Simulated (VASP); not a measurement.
Wanted: the native input for a VASP 6.6.1 run.

- Task: relaxation of cell and atoms
- Functional: LDA
- Potentials or basis: VASP PAW LDA potentials, release 64 (Sn_d, Te)
- Cutoff: 350 eV
- k mesh: 4 × 4 × 4
- Occupations: gaussian, width 0.02 eV
- Spin: no spin polarisation
- Further INCAR settings: ALGO = Normal; EDIFF = 1e-07; IBRION = 2; EDIFFG = -0.002; NSW = 80; ISIF = 3

The structure of SnTe lies in POSCAR:

```
SnTe
1.0
    0.0000000000      3.1508500000      3.1508500000
    3.1508500000      0.0000000000      3.1508500000
    3.1508500000      3.1508500000      0.0000000000
Sn Te
1 1
Direct
    0.0000000000      0.0000000000      0.0000000000
    0.5000000000      0.5000000000      0.5000000000
```

The input as run:

INCAR

```
PREC = Accurate ; ENCUT = 350
EDIFF = 1E-7 ; ISMEAR = 0
SIGMA = 0.02 ; LREAL = F
LASPH = T ; NELM = 80
ALGO = Normal ; ISIF = 3
LWAVE = F ; LCHARG = F
IBRION = 2 ; NSW = 80
EDIFFG = -0.002
```

KPOINTS

```
Automatic mesh
0
Gamma
  4 4 4
```

Potentials or basis: VASP PAW LDA potentials, release 64 (Sn_d, Te).

The run is started by

```console
$ cat potpaw_LDA.64/Sn_d/POTCAR potpaw_LDA.64/Te/POTCAR > POTCAR
$ mpirun -np 1 vasp_std > vasp.out
```

It gave:

* Relaxed volume: 29.86 Å³/atom
* Relaxed cell: a = 4.387 Å, b = 4.387 Å, c = 4.387 Å, α = 60.00°, β = 60.00°, γ = 60.00°
* Space group after relaxing (to 0.05 Å): Fm-3m (No. 225)
* Energy gained by relaxing: 11.0 meV/atom
* Ionic steps: 14
* Pressure after relaxing: 0.0 GPa
* Band gap on the k mesh: 0.25 eV, direct

Caveat: the k mesh is coarse (spacing up to 0.43 Å⁻¹), so the values aren't converged; spin-orbit coupling is left out, which moves the levels of the heavy elements.

It took 17 s on 1 thread of Intel(R) Xeon(R) Platinum 8488C (Sapphire Rapids), on a shared host, peak memory 0.14 GiB.
